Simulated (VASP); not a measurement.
# GaAs (F-43m) in VASP: Born charges and dielectric tensor with LDA

Aim: the Born charges and dielectric tensor of GaAs with LDA.

All numbers are computed with VASP 6.6.1; they aren't measurements. Logs are shortened: lines on timing, memory, paths and dates and some standing lists are left out, and cuts for length are marked.

## 1. Starting point

It takes space group F-43m (No. 216, cubic). The conventional cell has a = 5.610 Å, b = 5.610 Å, c = 5.610 Å, α = 90.00°, β = 90.00°, γ = 90.00°. Around Ga (site symmetry -43m) lie 4 As at 2.43 Å. As (site symmetry -43m) is surrounded by 4 Ga at 2.43 Å.

The cell is a database's computed one.

## 2. Born charges and dielectric tensor, LDA

Contents of INCAR:

```
SYSTEM = GaAs
  ALGO = Fast
  EDIFF = 1E-8
  ENCUT = 600
  IBRION = 8
  ISIF = 2
  ISMEAR = 0
  LASPH = .TRUE.
  LCHARG = .FALSE.
  LEPSILON = .TRUE.
  LREAL = .FALSE.
  LWAVE = .FALSE.
  NELM = 80
  NSW = 1
  PREC = Accurate
  SIGMA = 0.02
```

Contents of KPOINTS:

```
k-points
0
G
  4 4 4
  0 0 0
```

Contents of POSCAR:

```
GaAs
1.0
    0.0000000000      2.8052200000      2.8052200000
    2.8052200000      0.0000000000      2.8052200000
    2.8052200000      2.8052200000      0.0000000000
Ga As
1 1
Direct
    0.0000000000      0.0000000000      0.0000000000
    0.7500000000      0.7500000000      0.7500000000
```

Potentials or basis: VASP PAW LDA potentials, release 64 (Ga_d, As).

On the command line:

```
cat potpaw_LDA.64/Ga_d/POTCAR potpaw_LDA.64/As/POTCAR > POTCAR
mpirun -np 1 vasp_std > vasp.out
```

OUTCAR:

```text
SYSTEM = GaAs
   EDIFF = 1E-8
   ENCUT = 600
   IBRION = 8
   ISIF = 2
   ISMEAR = 0
   LASPH = .TRUE.
   LEPSILON = .TRUE.
   LREAL = .FALSE.
   NELM = 80
   NSW = 1
   PREC = Accurate

 ion  position               nearest neighbor table
   1  0.000  0.000  0.000-   2 2.43   2 2.43   2 2.43   2 2.43
   2  0.750  0.750  0.750-   1 2.43   1 2.43   1 2.43   1 2.43

  LATTYP: Found a face centered cubic cell.
 ALAT       =     5.6104400000

  Lattice vectors:

 A1 = (   0.0000000000,   2.8052200000,   2.8052200000)
 A2 = (   2.8052200000,   0.0000000000,   2.8052200000)
 A3 = (   2.8052200000,   2.8052200000,   0.0000000000)

Analysis of symmetry for initial positions (statically):
=====================================================================
 Subroutine PRICEL returns:
 Original cell was already a primitive cell.

 Routine SETGRP: Setting up the symmetry group for a
 face centered cubic supercell.

 Subroutine GETGRP returns: Found 24 space group operations
 (whereof 24 operations were pure point group operations)
 out of a pool of 48 trial point group operations.

The static configuration has the point symmetry T_d .

Analysis of symmetry for dynamics (positions and initial velocities):
=====================================================================
 Subroutine PRICEL returns:
 Original cell was already a primitive cell.

 Routine SETGRP: Setting up the symmetry group for a
 face centered cubic supercell.

 Subroutine GETGRP returns: Found 24 space group operations
 (whereof 24 operations were pure point group operations)
 out of a pool of 48 trial point group operations.

The dynamic configuration has the point symmetry T_d .

 Subroutine INISYM returns: Found 24 space group operations
 (whereof 24 operations are pure point group operations),
 and found     1 'primitive' translations

----------------------------------------------------------------------------------------

                                     Primitive cell

  volume of cell :      44.1500

  direct lattice vectors                    reciprocal lattice vectors
     0.000000000  2.805220000  2.805220000    -0.178239140  0.178239140  0.178239140
     2.805220000  0.000000000  2.805220000     0.178239140 -0.178239140  0.178239140
     2.805220000  2.805220000  0.000000000     0.178239140  0.178239140 -0.178239140

  length of vectors
     3.967180169  3.967180169  3.967180169     0.308719246  0.308719246  0.308719246

  position of ions in fractional coordinates (direct lattice)
     0.000000000  0.000000000  0.000000000
     0.750000000  0.750000000  0.750000000

  ion indices of the primitive-cell ions
   primitive index   ion index
                 1           1
                 2           2

----------------------------------------------------------------------------------------

 KPOINTS: k-points

Automatic generation of k-mesh.
 Grid dimensions read from file:
 generate k-points for:    4    4    4

 Generating k-lattice:

  Cartesian coordinates                     Fractional coordinates (reciprocal lattice)
    -0.044559785  0.044559785  0.044559785     0.250000000  0.000000000  0.000000000
     0.044559785 -0.044559785  0.044559785     0.000000000  0.250000000  0.000000000
     0.044559785  0.044559785 -0.044559785     0.000000000  0.000000000  0.250000000

  Length of vectors
     0.077179812  0.077179812  0.077179812

  Shift w.r.t. Gamma in fractional coordinates (k-lattice)
     0.000000000  0.000000000  0.000000000

 Subroutine IBZKPT returns following result:
 ===========================================

 Found      8 irreducible k-points:

[... 216 lines left out ...]
  energy-cutoff  :      600.00
  volume of cell :       44.15
      direct lattice vectors                 reciprocal lattice vectors
     0.000000000  2.805220000  2.805220000    -0.178239140  0.178239140  0.178239140
     2.805220000  0.000000000  2.805220000     0.178239140 -0.178239140  0.178239140
     2.805220000  2.805220000  0.000000000     0.178239140  0.178239140 -0.178239140

 POSITION                                       TOTAL-FORCE (eV/Angst)
 -----------------------------------------------------------------------------------
      0.00000      0.00000      0.00000        -0.000000     -0.000000     -0.000000
      4.20783      4.20783      4.20783         0.000000      0.000000      0.000000
 -----------------------------------------------------------------------------------
    total drift:                               -0.000000     -0.000000     -0.000000

  FREE ENERGIE OF THE ION-ELECTRON SYSTEM (eV)
  ---------------------------------------------------
  free  energy   TOTEN  =        -9.4495691638 eV

  energy  without entropy=       -9.4495691638  energy(sigma->0) =       -9.44956916

 HEAD OF MICROSCOPIC STATIC DIELECTRIC TENSOR (INDEPENDENT PARTICLE, excluding Hartree and local field effects)
 ------------------------------------------------------
         172.816602    -0.000000    -0.000000
          -0.000000   172.816602    -0.000000
           0.000000     0.000000   172.816602
 ------------------------------------------------------

 Free energy of the ion-electron system (eV)
  ---------------------------------------------------
  ---------------------------------------------------
  free energy    TOTEN  =       -20.90483284 eV

  energy without entropy =      -20.90483284

------------------------ aborting loop because EDIFF is reached ----------------------------------------

--------------------------------------- Ionic step        2  -------------------------------------------

------------------------ aborting loop because EDIFF is reached ----------------------------------------

--------------------------------------- Ionic step        3  -------------------------------------------

------------------------ aborting loop because EDIFF is reached ----------------------------------------

 PIEZOELECTRIC TENSOR FIELD DIRECTION 3  (e Angst)
 -----------------------------------------------------------------------------
     0.00092  7.37219  0.00000           (  0.00001  0.04872  0.00000)
     7.37219  0.00092  0.00000           (  0.04872  0.00001  0.00000)
     0.00000  0.00000 -0.00265           (  0.00000  0.00000 -0.00001)

 PIEZOELECTRIC TENSOR FIELD DIRECTION 3  (C/m^2)
 -----------------------------------------------------------------------------
     0.00033  2.67532  0.00000
     2.67532  0.00033  0.00000
     0.00000  0.00000 -0.00096

--------------------------------------- Ionic step        4  -------------------------------------------

------------------------ aborting loop because EDIFF is reached ----------------------------------------

[... ionic steps 5 to 6 ...]

--------------------------------------- Ionic step        7  -------------------------------------------

 Free energy of the ion-electron system (eV)
  ---------------------------------------------------
  ---------------------------------------------------
  free energy    TOTEN  =        -0.04498715 eV

  energy without entropy =       -0.04498715

------------------------ aborting loop because EDIFF is reached ----------------------------------------

 INTERNAL STRAIN TENSOR  FOR ION    2  DIRECTION 1   (eV/Angst):
 -----------------------------------------------------------------------------
    -0.03245  0.00000  0.00000
     0.00000  0.01780  6.89298
     0.00000  6.89298  0.01780

 MACROSCOPIC STATIC DIELECTRIC TENSOR (including local field effects in DFT)
 ------------------------------------------------------
         166.134580    -0.000000     0.000000
           0.000000   166.134580    -0.000000
           0.000000     0.000000   166.134580
 ------------------------------------------------------

 PIEZOELECTRIC TENSOR (including local field effects)  for field in x, y, z        (e  Angst)
          XX          YY          ZZ          XY          YZ          ZX
  --------------------------------------------------------------------------------
  x    -0.00000     0.00000     0.00000     0.00000     7.39861     0.00000
  y     0.00000    -0.00000    -0.00000     0.00000    -0.00000     7.39861
  z    -0.00000     0.00000    -0.00000     7.39861    -0.00000     0.00000

 PIEZOELECTRIC TENSOR (including local field effects)  for field in x, y, z        (C/m^2)
          XX          YY          ZZ          XY          YZ          ZX
  --------------------------------------------------------------------------------
  x    -0.00000     0.00000     0.00000     0.00000     2.68491     0.00000
  y     0.00000    -0.00000    -0.00000     0.00000    -0.00000     2.68491
  z    -0.00000     0.00000    -0.00000     2.68491    -0.00000     0.00000

 BORN EFFECTIVE CHARGES (including local field effects) (in |e|, cummulative output)
 ---------------------------------------------------------------------------------
 ion    1
    1     3.75190    -0.00000    -0.00000
    2     0.00000     3.75190     0.00000
    3     0.00000     0.00000     3.75190
 ion    2
    1    -3.75190     0.00000     0.00000
    2     0.00000    -3.75190     0.00000
    3     0.00000     0.00000    -3.75190

 INTERNAL STRAIN TENSOR FOR ION    2 for displacements in x,y,z  (eV/Angst):
          X           Y           Z          XY          YZ          ZX
  --------------------------------------------------------------------------------
  x    -0.00000    -0.00000    -0.00000     0.00000     6.89298     0.00000
  y    -0.00000    -0.00000    -0.00000    -0.00000     0.00000     6.89298
  z    -0.00000    -0.00000    -0.00000     6.89298     0.00000     0.00000

 SECOND DERIVATIVES (NOT SYMMETRIZED)
 ------------------------------------
               1X          1Y          1Z          2X          2Y          2Z
  1X    -9.864049    0.000000    0.000000    9.864049    0.000000    0.000000
  1Y     0.000000   -9.864049    0.000000    0.000000    9.864049    0.000000
  1Z     0.000000    0.000000   -9.864049    0.000000    0.000000    9.864049
  2X     9.821642    0.000000    0.000000   -9.821642    0.000000    0.000000
  2Y     0.000000    9.821642    0.000000    0.000000   -9.821642    0.000000
  2Z     0.000000    0.000000    9.821642    0.000000    0.000000   -9.821642

 Eigenvectors and eigenvalues of the dynamical matrix
 ----------------------------------------------------

   1 f  =    8.161822 THz    51.282241 2PiTHz  272.249082 cm-1    33.754569 meV
             X         Y         Z           dx          dy          dz
      0.000000  0.000000  0.000000     0.000000    0.720449    0.000000
      4.207830  4.207830  4.207830     0.000000   -0.693508    0.000000
[... 21 lines left out ...]
   6 f/i=    0.008785 THz     0.055197 2PiTHz    0.293031 cm-1     0.036331 meV
             X         Y         Z           dx          dy          dz
      0.000000  0.000000  0.000000     0.000000    0.000000   -0.693508
      4.207830  4.207830  4.207830     0.000000    0.000000   -0.720449

--------------------------------------------------------------------------------------------------------

 MACROSCOPIC STATIC DIELECTRIC TENSOR IONIC CONTRIBUTION
 ------------------------------------------------------
           5.861602    -0.000000     0.000000
          -0.000000     5.861602     0.000000
           0.000000     0.000000     5.861602
 ------------------------------------------------------

 ELASTIC MODULI CONTR FROM IONIC RELAXATION (kBar)
 Direction    XX          YY          ZZ          XY          YZ          ZX
 --------------------------------------------------------------------------------
 XX          -0.0000     -0.0000     -0.0000      0.0000      0.0000      0.0000
 YY          -0.0000     -0.0000     -0.0000      0.0000      0.0000      0.0000
 ZZ          -0.0000     -0.0000     -0.0000      0.0000      0.0000      0.0000
 XY           0.0000      0.0000      0.0000   -173.8578     -0.0000     -0.0000
 YZ           0.0000      0.0000      0.0000     -0.0000   -173.8578      0.0000
 ZX           0.0000      0.0000      0.0000     -0.0000      0.0000   -173.8578
 --------------------------------------------------------------------------------

 PIEZOELECTRIC TENSOR IONIC CONTR  for field in x, y, z        (C/m^2)
          XX          YY          ZZ          XY          YZ          ZX
  --------------------------------------------------------------------------------
  x     0.00000     0.00000     0.00000    -0.00000    -0.94990     0.00000
  y     0.00000     0.00000     0.00000    -0.00000     0.00000    -0.94990
  z     0.00000     0.00000     0.00000    -0.94990    -0.00000    -0.00000
```

It took 77 s on 1 thread of Intel Xeon 6975P-C (Granite Rapids), shared host; peak memory 0.2 GiB.

What came out:

| Property | Result |
| --- | --- |
| Band gap on the k mesh | 0.49 eV, direct |
| Electronic dielectric tensor (diagonal) | 166.13 |
| Born charges (mean of the diagonal) | Ga +3.75; As -3.75 e |
| Highest phonon frequency at Γ, LO-TO splitting left out | 272 cm⁻¹ |

Phonon frequencies in cm⁻¹ (negative: imaginary):
```csv
q point,frequencies
"(0.000, 0.000, 0.000)",0 0 0 272 272 272
```

Electronic dielectric tensor:
```
166.13   0.00   0.00
  0.00 166.13   0.00
  0.00   0.00 166.13
```

Born effective charge tensors (e):
atom 1, Ga
```
3.75 0.00 0.00
0.00 3.75 0.00
0.00 0.00 3.75
```
atom 2, As
```
-3.75  0.00  0.00
 0.00 -3.75  0.00
 0.00  0.00 -3.75
```

Caveat: the k mesh is coarse (spacing up to 0.48 Å⁻¹), so the values aren't converged; the gap is small at this level, which inflates the dielectric constant.
